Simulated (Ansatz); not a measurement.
# CuI (Marshite) (F-43m) in Ansatz: a series of runs

Runs on CuI (Marshite). Level: PBEsol. Tasks: band structure.

Program: Ansatz 0.2.0. These are calculated values, not measurements. Logs are shortened: lines on timing, memory, paths and dates and some standing lists are left out, and cuts for length are marked.

### 1 The structure

Symmetry: F-43m, No. 216, cubic system. The conventional cell has a = 6.063 Å, b = 6.063 Å, c = 6.063 Å, α = 90.00°, β = 90.00°, γ = 90.00°. Around I (site symmetry -43m) lie 4 Cu at 2.63 Å. Around Cu (site symmetry -43m) lie 4 I at 2.63 Å.

### 2 Band structure, PBEsol

input.yaml

```yaml
crystal:
  lattice:
    - [0.0, 3.0315, 3.0315]
    - [3.0315, 0.0, 3.0315]
    - [3.0315, 3.0315, 0.0]
  atoms:
    - { symbol: I, position: [0.0, 0.0, 0.0] }
    - { symbol: Cu, position: [0.75, 0.75, 0.75] }
kpoints:
  mp_grid: { grid: [6, 6, 6] }
  band_path:
    path:
      - [0.0, 0.0, 0.0]
      - [0.5, 0.0, 0.5]
      - [0.5, 0.25, 0.75]
      - [0.375, 0.375, 0.75]
      - [0.0, 0.0, 0.0]
      - [0.5, 0.5, 0.5]
      - [0.625, 0.25, 0.625]
      - [0.5, 0.25, 0.75]
    npoints: 12
scf:
  occupations: { method: fermi_dirac, width: 0.05 }
hamiltonian:
  xc: pbesol
  pseudopotentials: { kind: all_electron, lapw: { basis_error: 0.001 } }
output:
  forces: true
  stress: true
  eigenvalues: true
```

Potentials or basis: all-electron LAPW, scalar-relativistic.

Run with:

```sh
$ ansatz run input.yaml --threads 1 --pin off --max-ram 3072MiB --backend cpu --events-out ev --progress --plain --runs-dir out
```

Standard output:

```text
Warning: RAYON_NUM_THREADS=1 ignored (pool sized by the plan → 1); use --threads N
LAPW: plane waves up to 8.615 Å⁻¹, error target 1.0e-3 eV per atom; small_component_spin mean_spin; Cu in spheres of 1.301 Å, 19 of its electrons in bands, Dirac shells []; I in spheres of 1.325 Å, 25 of its electrons in bands, Dirac shells [] (how accurate: hamiltonian.pseudopotentials.lapw.basis_error, Limitations)
Engine: ansatz 0.2.0, aarch64-unknown-linux-gnu
Pseudopotentials: kind: all_electron
Pseudopotential: I, LAPW, valence charge 25, lapw/all_electron/scalar/gaussian/I, Koelling and Harmon's equation, gaussian nucleus
Pseudopotential: Cu, LAPW, valence charge 19, lapw/all_electron/scalar/gaussian/Cu, Koelling and Harmon's equation, gaussian nucleus
Functional definition: PBEsol
  exchange = pbesol_x
  correlation = pbesol_c
Crystal: 2 atoms, lattice volume = 55.719 Å³
Basis set: ecut = 282.7544466258753 eV, 609 PW (Γ), exchange–correlation at level 2
Bands: 27, of which v1, the nominal top of the filled ones, is band 22 counted from 1 (21 counted from 0)
Symmetry: 24 space group operations
Space group: F-43m (ITA 216), of the structure as read, at distance tolerance 3.8e-5 Å
k-points: 16 of 216 (time reversal used)
Non-local potential: I, projectors of the file, none
Non-local potential: Cu, projectors of the file, none
Initial density: superposition of atomic densities (chi_scale 0.1, normalization cell, long waves kept (reshape's long-wave potential 0.00 eV rms))
Initial wavefunctions: plane waves of lowest kinetic energy (no species holds an atomic orbital)
Functional: x = pbesol(κ = 0.804, μ = 0.12345679012345678), c = pbesol(β = 0.046)
iter 1 solved again at ethr=3.22e-4 eV; its pass at ethr=1.00e-1 eV (dr2=1.42e-1 eV) is discarded
SCF iter   1: F=—  HF=-238559.644037 eV  |F-HF|=—  |Δ(HF+E_count)|=         —  Δρ=1.70e-2  dr2=1.43e-1  ethr=3.22e-4  ⟨swp⟩=2.7  Hψ=2926  notcnv=0
preconditioner: auto → none  [insulator: Δε(μ)=0.289 eV  Ē_g=9.105 eV  σ=0.050 eV  W_gap=0.87  n_scr=14 (ndim 8)  ℏωp=21.1 eV  f_vac=0.206  D(μ)=0.03/eV (n_scr^D=0)  ε∞_Penn≈6.4]
SCF iter   2: F=—  HF=-238560.143581 eV  |F-HF|=—  |Δ(HF+E_count)|=   5.00e-1  Δρ=1.55e-2  dr2=2.61e-1  ethr=3.22e-4  ⟨swp⟩=3.0  Hψ=1479  notcnv=0  recentre
SCF iter   3: F=—  HF=-238559.390295 eV  |F-HF|=—  |Δ(HF+E_count)|=   7.53e-1  Δρ=6.16e-3  dr2=1.67e-2  ethr=3.22e-4  ⟨swp⟩=3.0  Hψ=1406  notcnv=0
SCF iter   4: F=—  HF=-238559.391699 eV  |F-HF|=—  |Δ(HF+E_count)|=         —  Δρ=2.30e-3  dr2=3.75e-3  ethr=3.78e-5  ⟨swp⟩=2.0  Hψ=1248  notcnv=0
the basis was enlarged: its passes take 81.9 KiB over the memory plan, 1 of 1 planned eigensolver slots
iter 5 solved again at ethr=3.52e-7 eV; its pass at ethr=8.53e-6 eV (dr2=1.55e-4 eV) is discarded
SCF iter   5: F=—  HF=-238559.385647 eV  |F-HF|=—  |Δ(HF+E_count)|=   6.05e-3  Δρ=4.47e-4  dr2=1.54e-4  ethr=3.52e-7  ⟨swp⟩=2.0  Hψ=2138  notcnv=0
SCF iter   6: F=—  HF=-238559.385443 eV  |F-HF|=—  |Δ(HF+E_count)|=   2.04e-4  Δρ=9.49e-5  dr2=6.88e-6  ethr=3.50e-7  ⟨swp⟩=2.6  Hψ=1250  notcnv=0
SCF iter   7: F=—  HF=-238559.385437 eV  |F-HF|=—  |Δ(HF+E_count)|=   6.11e-6  Δρ=2.30e-5  dr2=6.11e-7  ethr=1.56e-8  ⟨swp⟩=3.0  Hψ=1326  notcnv=0
SCF iter   8: F=—  HF=-238559.385436 eV  |F-HF|=—  |Δ(HF+E_count)|=   5.64e-7  Δρ=8.22e-6  dr2=7.47e-8  ethr=1.39e-9  ⟨swp⟩=2.0  Hψ=1233  notcnv=0
SCF iter   9: F=-238559.385436 eV  HF=-238559.385436 eV  |F-HF|=1.34e-8  |Δ(HF+E_count)|=   8.38e-8  Δρ=1.42e-6  dr2=2.08e-9  ethr=1.70e-10  ⟨swp⟩=2.5  Hψ=1248  notcnv=0
SCF 1 converged in 9 iterations: F = -238559.385436 eV  dr2 = 2.08e-9
NSCF: frozen V_eff on 85 k-points
SCF converged after 9 iterations
Free energy (F): -238559.385436 eV
Harris-Foulkes:  -238559.385436 eV  (|F-HF|=1.34e-8)
Internal energy: -238559.385435 eV  (E = F + TS)
E sigma→0 (E₀):  -238559.385436 eV
Entropy (-TS):   -0.000001 eV (-0.000 meV/atom)
Fermi energy:    9.675426 eV
--- Per-component energies (eV) ---
  E_band       = -1845.025545
  E_kinetic    = 250605.945656
  E_xc         = -6662.738162
  E_electrostatic = -482502.592929  (all electrons and nuclei)
  E_smearing   = -0.000001  (= −TS)
  E_closure    = 0.000000  (closes the sum)
  E_atoms      = -238553.111651  (free atoms, spherical and without spin; not in F)
  Σ components = -238559.385436   (vs F -238559.385436, Δ=0.00e0)
  Basis errors (estimates in eV, not in F): energy 4.4e-4 per atom: plane waves 4.0e-4 (2.3e-4 summed), levels above the bands 1.0e-72, relativity 1.0e-8, radial functions 4.7e-5, core shells 9.5e-9; eigenvalues (radial functions only) 1.1e-6; not estimated: angular momenta, meshes, grids; target (lapw.basis_error) 1.0e-3; muffin-tin radii Cu 1.301 Å, I 1.325 Å
--- Forces (eV/Å), atoms counted from 1 ---
  atom   1  I      0.00000000    -0.00000000     0.00000000
  atom   2  Cu    -0.00000000     0.00000000     0.00000000
  max |Σ_I F_I| component: 2.78e-17 eV/Å
--- Stress (GPa, compression-positive) ---
       -2.563421      -0.000000      -0.000000
       -0.000000      -2.563421       0.000000
       -0.000000       0.000000      -2.563421
  P = ⅓ Tr σ = -2.5634 GPa (-25.634 kbar)
--- Band table (eV; the first three rows and the last of 16) ---
  k-point 0: bands = ["-166.5594", "-113.6234", "-113.6234", "-113.6234", "-102.0445", "-59.6115", "-59.6115", "-59.6115", "-36.5371", "-36.5371", "-36.5371", "-36.5317", "-36.5317", "-4.9080", "5.4858", "5.4858", "5.4858", "7.2709", "7.2709", "9.1414", "9.1414", "9.1414", "10.1491", "13.9787", "13.9787", "13.9787", "17.1319"]
  k-point 1: bands = ["-166.5594", "-113.6234", "-113.6234", "-113.6234", "-102.0445", "-59.6115", "-59.6115", "-59.6115", "-36.5371", "-36.5370", "-36.5370", "-36.5317", "-36.5317", "-4.7823", "4.9716", "5.4953", "5.4953", "7.2618", "7.2618", "8.2544", "8.9459", "8.9459", "11.1064", "13.9446", "14.3279", "14.3279", "17.9064"]
  k-point 2: bands = ["-166.5594", "-113.6234", "-113.6234", "-113.6234", "-102.0445", "-59.6115", "-59.6115", "-59.6115", "-36.5371", "-36.5368", "-36.5368", "-36.5317", "-36.5317", "-4.5064", "3.9881", "5.5070", "5.5070", "7.2725", "7.2725", "7.5665", "8.5960", "8.5960", "11.2962", "14.5837", "14.5837", "15.4473", "17.6190"]
  k-point 15: bands = ["-166.5594", "-113.6234", "-113.6234", "-113.6234", "-102.0445", "-59.6115", "-59.6115", "-59.6115", "-36.5372", "-36.5367", "-36.5365", "-36.5318", "-36.5315", "-4.1627", "3.8252", "4.8416", "5.3034", "7.2213", "7.2239", "7.3532", "7.5455", "7.8279", "12.9018", "13.0086", "16.1634", "16.2229", "19.2562"]
```

bands.tsv:

```text
# k_distance	band_0	band_1	band_2	band_3	band_4	band_5	band_6	band_7	band_8	band_9	band_10	band_11	band_12	band_13	band_14	band_15	band_16	band_17	band_18	band_19	band_20	band_21	band_22	band_23	band_24	band_25	band_26
# fermi_ev = 9.675426
[... 95 lines left out ...]
4.887995	-176.234793	-123.298824	-123.298824	-123.298823	-111.719944	-69.286928	-69.286920	-69.286905	-46.212441	-46.212303	-46.211896	-46.207164	-46.206934	-13.837589	-5.673287	-5.082882	-4.393687	-2.473361	-2.454407	-2.320750	-2.151247	-1.807637	3.893050	4.029776	5.416031	5.795486	9.629351
4.918528	-176.234793	-123.298824	-123.298824	-123.298823	-111.719944	-69.286928	-69.286920	-69.286905	-46.212429	-46.212308	-46.211895	-46.207161	-46.206931	-13.837168	-5.669016	-5.087856	-4.395657	-2.467518	-2.460897	-2.321802	-2.151872	-1.807973	3.936478	4.026497	5.400954	5.757125	9.657144
```

Run time: 18 s. Hardware: 1 thread of Arm Neoverse V2, shared host; peak memory 0.27 GiB.

Results:

- Free energy: -238559.3854 eV
- Pressure: -2.6 GPa
- Band gap on the k mesh: 1.01 eV, direct
- Band gap along the path: 1.01 eV, direct

Levels at the corners of the path, in eV from the valence-band top:
```csv
point,band 20,band 21,band 22,band 23,band 24,band 25
Γ,0.00,0.00,0.00,1.01,4.84,4.84
X,-1.78,-1.51,-1.51,2.60,2.84,9.06
W,-1.79,-1.62,-1.27,4.47,4.56,5.93
K,-1.73,-1.53,-1.26,3.01,4.56,7.45
Γ,0.00,0.00,0.00,1.01,4.84,4.84
L,-1.80,-0.72,-0.72,2.07,5.37,5.37
U,-1.73,-1.53,-1.26,3.01,4.56,7.45
W,-1.79,-1.62,-1.27,4.47,4.56,5.93
```

Caveat: spin-orbit coupling is left out, which moves the levels of the heavy elements.

### 3 Band structure, PBEsol, spin-orbit coupling, no magnetisation

input.yaml, as its differences from that of step 2:

```diff
@@ -26,2 +26,5 @@
   pseudopotentials: { kind: all_electron, lapw: { basis_error: 0.001 } }
+magnetization:
+  noncollinear: true
+  spin_orbit: true
 output:
```

Potentials or basis: all-electron LAPW, relativistic spinors.

Run with:

```sh
$ ansatz run input.yaml --threads 1 --pin off --max-ram 3072MiB --backend cpu --events-out ev --progress --plain --runs-dir out
```

It took 1.9 min on 1 thread of Arm Neoverse V2, shared host; peak memory 0.47 GiB.

Results (log left out):

```
Free energy             : -238632.5313 eV
Pressure                : -2.5 GPa
Band gap on the k mesh  : 0.85 eV, direct
Band gap along the path : 0.85 eV, direct
```

Levels at the corners of the path, in eV from the valence-band top:
```tsv
point	band 42	band 43	band 44	band 45	band 46	band 47
Γ	0.00	0.00	0.00	0.85	0.85	4.62
X	-1.72	-1.58	-1.58	2.44	2.44	2.68
W	-1.75	-1.46	-1.37	4.03	4.39	4.47
K	-1.60	-1.44	-1.36	2.84	2.85	4.28
Γ	0.00	0.00	0.00	0.85	0.85	4.62
L	-0.93	-0.80	-0.80	1.91	1.91	5.20
U	-1.60	-1.44	-1.36	2.84	2.85	4.28
W	-1.75	-1.46	-1.37	4.03	4.39	4.47
```

PBEsol gaps usually lie below the measured ones, often by a third to a half.
